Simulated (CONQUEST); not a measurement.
Runs of CONQUEST 1.3 on CaSe. It takes space group Fm-3m (No. 225, cubic). Conventional cell: a = 5.912 Å, b = 5.912 Å, c = 5.912 Å, α = 90.00°, β = 90.00°, γ = 90.00°. Se (site symmetry m-3m) has 6 Ca at 2.96 Å as nearest neighbours. Ca (site symmetry m-3m) has 6 Se at 2.96 Å as nearest neighbours. 

```tsv
task	level	potentials or basis	cell	k mesh	smearing	other keys	gap on the mesh (eV)
density of states	B86bPBE	PseudoDojo NC PBE, SZP, grid cutoff 100 Ha	atoms moved at random, drawn with an rms of 0.02 Å	4 × 4 × 3	fermi-dirac 0.027 eV	-	1.90
density of states	LDA	PseudoDojo NC LDA, DZP, grid cutoff 80 Ha	atoms moved at random, drawn with an rms of 0.15 Å	7 × 7 × 5	methfessel-paxton of order 1 0.2 eV	SC.LinearMixingFactor = 0.7; SC.AbsResidual = T	1.96
density of states	PBE+D2	PseudoDojo NC PBE, SZP, grid cutoff 100 Ha	as given	5 × 5 × 4	fermi-dirac 0.05 eV	-	(a)
single point	SOGGA	PseudoDojo NC PBEsol, SZP, multi-site functions of range 8 bohr, grid cutoff 120 Ha	as given	6 × 6 × 4	fermi-dirac 0.1 eV	-	3.60
```

Alike in all rows: no spin polarisation.

Question: Fill in the values left out.

Answer: (a) 1.89.

Caveats: the basis of atomic orbitals isn't converged, which shifts pressures, moduli and gaps; the atomic basis is small (some runs); an odd mesh through Γ misses points on the zone boundary, where band edges often lie (some runs); multi-site functions contract the basis, which raises the energy a little and makes forces and stress less exact (some runs); the real-space grid breaks the cell's symmetry a little (some runs).

A k mesh can miss the band edges, and the runs leave out spin-orbit coupling on Se.
